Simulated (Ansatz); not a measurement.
Input and command of a plane-wave DFT calculation in Ansatz:

```yaml
crystal:
  lattice:
    - [6.3212044168, 0.0, -6.3212044168]
    - [6.3212044168, -6.3212044168, 0.0]
    - [0.0, -6.3212044168, -6.3212044168]
  atoms:
    - { symbol: Mo, position: [0.875, 0.375, 0.875] }
    - { symbol: Mo, position: [0.375, 0.875, 0.875] }
    - { symbol: Mo, position: [0.75, 0.75, 0.75] }
    - { symbol: Mo, position: [0.375, 0.375, 0.875] }
    - { symbol: Mo, position: [0.75, 0.25, 0.75] }
    - { symbol: Mo, position: [0.25, 0.75, 0.75] }
    - { symbol: Mo, position: [0.625, 0.625, 0.625] }
    - { symbol: Mo, position: [0.875, 0.875, 0.375] }
    - { symbol: Mo, position: [0.25, 0.25, 0.75] }
    - { symbol: Mo, position: [0.625, 0.125, 0.625] }
    - { symbol: Mo, position: [0.125, 0.625, 0.625] }
    - { symbol: Mo, position: [0.5, 0.5, 0.5] }
    - { symbol: Mo, position: [0.875, 0.375, 0.375] }
    - { symbol: Mo, position: [0.375, 0.875, 0.375] }
    - { symbol: Mo, position: [0.75, 0.75, 0.25] }
    - { symbol: Mo, position: [0.125, 0.125, 0.625] }
    - { symbol: Mo, position: [0.5, 0.0, 0.5] }
    - { symbol: Mo, position: [0.0, 0.5, 0.5] }
    - { symbol: Mo, position: [0.375, 0.375, 0.375] }
    - { symbol: Mo, position: [0.75, 0.25, 0.25] }
    - { symbol: Mo, position: [0.25, 0.75, 0.25] }
    - { symbol: Mo, position: [0.625, 0.625, 0.125] }
    - { symbol: Mo, position: [0.0, 1.0, 0.5] }
    - { symbol: Mo, position: [0.25, 0.25, 0.25] }
    - { symbol: Mo, position: [0.625, 0.125, 0.125] }
    - { symbol: Mo, position: [0.125, 0.625, 0.125] }
    - { symbol: Mo, position: [0.5, 0.5, 0.0] }
    - { symbol: Mo, position: [0.125, 0.125, 0.125] }
    - { symbol: Mo, position: [0.5, 0.0, 0.0] }
    - { symbol: Mo, position: [0.0, 0.5, 0.0] }
    - { symbol: Mo, position: [0.0, 0.0, 0.0] }
basis:
  ecutwfc: 420
  xc_grid: 2
kpoints:
  mp_grid: { grid: [6, 6, 6], shift: [0.0, 0.0, 0.0] }
hamiltonian:
  xc: pbe
scf:
  occupations: { method: gaussian, width: 0.1 }
output:
  forces: true
  stress: false
  eigenvalues: true
relax:
  adjacent_minimum: "off"
  f_tol: 0.025
  max_steps: 45
```

```bash
ansatz run input.yaml --threads 4 --pin off --max-ram 8192MiB --backend cpu --events-out ev --progress --plain --runs-dir out
```

Processor: AMD EPYC 7R43 64-Core Processor (Zen 3), 4 threads, on a host shared with other jobs.

Task: How long does it run, and how much memory does it take?

Result: About 2.4 min on 4 threads of AMD EPYC 7R43 64-Core Processor (Zen 3), with other jobs on the host, peak memory 3.3 GiB. It solves 261 bands at 16 k points (the mesh reduced by the symmetry that the task leaves, which can be less than the crystal's) with about 9841 plane waves, in 20 SCF iterations over 3 ionic steps.
